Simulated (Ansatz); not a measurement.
**Li started on a Cl site and Cl started on a Li site in rocksalt LiCl, 64 atoms, charge 0**

How does the host give way around this defect, what does it cost to form, and which levels does it put into the gap? The levels of theory are PBEsol, HSE06 and r²SCAN.

All numbers are computed with Ansatz 0.2.0 (PAW, plane waves).

## Step 1: The starting cell

64 atoms (32 Cl, 32 Li); a = 10.133 Å, b = 10.133 Å, c = 10.133 Å, α = 90.00°, β = 90.00°, γ = 90.00°. All atoms were shaken off their sites by about 0.02 Å along each axis. Defect site 1: (0.250, 0.500, 0.500). Defect site 2: (0.000, 0.000, 0.000).

Plan of the steps: (2) PBEsol relaxation at the single k point (¼, ¼, ¼), on 7 threads of Arm Neoverse-V2; (3) HSE06 single point at the single k point (¼, ¼, ¼), on 7 threads of Arm Neoverse-V2; (4) r²SCAN single point at the single k point (¼, ¼, ¼), on 7 threads of Arm Neoverse-V2.

## Step 2: PBEsol relaxation in the fixed cell

File in.yaml:

```yaml
crystal:
  lattice:
    - [10.132709, 0.000000, 0.000000]
    - [0.000000, 10.132709, 0.000000]
    - [0.000000, 0.000000, 10.132709]
  atoms:
    - { symbol: Cl, position: [0.248844, 0.999085, 0.002536] }
    - { symbol: Cl, position: [0.249981, 0.001140, 0.500837] }
    - { symbol: Cl, position: [0.253092, 0.497295, 0.997661] }
    - { symbol: Cl, position: [0.750592, 0.998059, 0.000647] }
    - { symbol: Cl, position: [0.746738, 0.000778, 0.500420] }
    - { symbol: Cl, position: [0.750084, 0.500815, 0.998932] }
    - { symbol: Cl, position: [0.751700, 0.499790, 0.497847] }
    - { symbol: Cl, position: [0.000784, 0.251414, 0.999466] }
    - { symbol: Cl, position: [0.995078, 0.250509, 0.498377] }
    - { symbol: Cl, position: [0.996816, 0.751072, 0.999830] }
    - { symbol: Cl, position: [0.998534, 0.753759, 0.502959] }
    - { symbol: Cl, position: [0.502850, 0.248655, 0.001098] }
    - { symbol: Cl, position: [0.499508, 0.249855, 0.498542] }
    - { symbol: Cl, position: [0.497035, 0.749177, 0.999531] }
    - { symbol: Cl, position: [0.501279, 0.754105, 0.498731] }
    - { symbol: Cl, position: [0.999007, 0.000483, 0.249590] }
    - { symbol: Cl, position: [0.998488, 0.999215, 0.749599] }
    - { symbol: Cl, position: [0.997712, 0.499814, 0.249466] }
    - { symbol: Cl, position: [0.999241, 0.499945, 0.751467] }
    - { symbol: Cl, position: [0.501987, 0.999832, 0.246952] }
    - { symbol: Cl, position: [0.500837, 0.993404, 0.751172] }
    - { symbol: Cl, position: [0.503038, 0.498963, 0.248068] }
    - { symbol: Cl, position: [0.503204, 0.499981, 0.754075] }
    - { symbol: Cl, position: [0.998351, 0.998601, 0.998948] }
    - { symbol: Cl, position: [0.252880, 0.253294, 0.248708] }
    - { symbol: Cl, position: [0.249011, 0.249384, 0.753133] }
    - { symbol: Cl, position: [0.251204, 0.748479, 0.251654] }
    - { symbol: Cl, position: [0.249004, 0.750239, 0.747747] }
    - { symbol: Cl, position: [0.749927, 0.249795, 0.248259] }
    - { symbol: Cl, position: [0.748138, 0.244591, 0.750226] }
    - { symbol: Cl, position: [0.754738, 0.752066, 0.254347] }
    - { symbol: Cl, position: [0.751218, 0.747561, 0.750158] }
    - { symbol: Li, position: [0.249740, 0.503297, 0.501933] }
    - { symbol: Li, position: [0.003666, 0.998924, 0.499513] }
    - { symbol: Li, position: [0.997723, 0.500582, 0.998738] }
    - { symbol: Li, position: [0.001511, 0.498020, 0.501445] }
    - { symbol: Li, position: [0.498974, 0.000697, 0.997854] }
    - { symbol: Li, position: [0.499441, 0.998738, 0.497729] }
    - { symbol: Li, position: [0.502963, 0.496914, 0.000568] }
    - { symbol: Li, position: [0.500374, 0.500649, 0.501268] }
    - { symbol: Li, position: [0.248299, 0.248469, 0.998819] }
    - { symbol: Li, position: [0.247261, 0.250592, 0.498323] }
    - { symbol: Li, position: [0.250662, 0.750203, 0.002022] }
    - { symbol: Li, position: [0.249700, 0.752317, 0.500708] }
    - { symbol: Li, position: [0.748547, 0.251034, 0.997931] }
    - { symbol: Li, position: [0.750260, 0.250350, 0.500630] }
    - { symbol: Li, position: [0.749351, 0.746223, 0.999655] }
    - { symbol: Li, position: [0.749777, 0.751207, 0.496600] }
    - { symbol: Li, position: [0.247432, 0.999246, 0.250529] }
    - { symbol: Li, position: [0.253206, 0.997009, 0.747681] }
    - { symbol: Li, position: [0.251145, 0.501197, 0.247508] }
    - { symbol: Li, position: [0.247958, 0.500473, 0.748478] }
    - { symbol: Li, position: [0.751500, 0.999725, 0.251441] }
    - { symbol: Li, position: [0.751751, 0.000471, 0.747977] }
    - { symbol: Li, position: [0.748572, 0.498559, 0.254729] }
    - { symbol: Li, position: [0.751949, 0.502433, 0.748616] }
    - { symbol: Li, position: [0.998047, 0.250626, 0.251620] }
    - { symbol: Li, position: [0.000917, 0.252674, 0.751001] }
    - { symbol: Li, position: [0.000728, 0.751244, 0.244273] }
    - { symbol: Li, position: [0.999958, 0.751662, 0.752437] }
    - { symbol: Li, position: [0.500208, 0.249891, 0.252291] }
    - { symbol: Li, position: [0.503250, 0.251952, 0.750563] }
    - { symbol: Li, position: [0.500984, 0.750006, 0.250203] }
    - { symbol: Li, position: [0.501175, 0.752362, 0.750007] }
  symmetry: { detect: false }
kpoints:
  mp_grid: { grid: [1, 1, 1], shift: [0.25, 0.25, 0.25] }
hamiltonian:
  xc: pbesol
scf:
  occupations: { method: fermi_dirac, width: 0.01 }
relax:
  f_tol: 0.03
  max_steps: 80
  escape_saddle: false
  adjacent_minimum: "off"
output:
  forces: true
  eigenvalues: true
  populations: true
```

Started as:

```bash
$ ansatz run in.yaml --threads 7 --pin off --max-ram 13300MiB --runs-dir r --events-out ev --progress --plain
```

Further steps of the session: HSE06 on the final geometry; Single point with r²SCAN.

**Question.** What will these runs give? Wanted: for each run, formation energy; host gap; top filled to lowest empty.

The runs gave:

```
             level                     time  formation energy (eV)  host gap (eV)  top filled to lowest empty (eV)
PBEsol, relaxation  2.3 min (7 CPU threads)                   6.22           6.34                             2.88
             HSE06  3.1 min (7 CPU threads)                   6.50           7.95                             4.13
            r²SCAN     36 s (7 CPU threads)                   6.96           7.46                             3.20
```

| quantity | value |
| --- | --- |
| relaxation | 18 recorded steps, 7.45 eV gained |
| largest shift | 1.89 Å (Li33) |

**In words.** Relaxation gains 7.45 eV, with shifts up to 1.89 Å (Li33). The formation energy goes from 6.22 eV (PBEsol) to 6.96 eV (r²SCAN). The reservoirs are the elements' reference phases; where the defect changes the composition, the value depends on that choice. r²SCAN puts 6 localised levels over 0.1 eV inside the gap, at 0.24 (filled), 0.27 (filled), 0.88 (filled), 1.17 (filled) eV (the lowest four), the tightest of them shared by about 3 atoms. Exact exchange costs time: HSE06 ran about 5.3 times as long as r²SCAN on the same kind of device. The host's edges were read at Γ, so band-like levels at this k point need not coincide with them. One k point and a cell of this size can leave errors of several tenths of an eV.
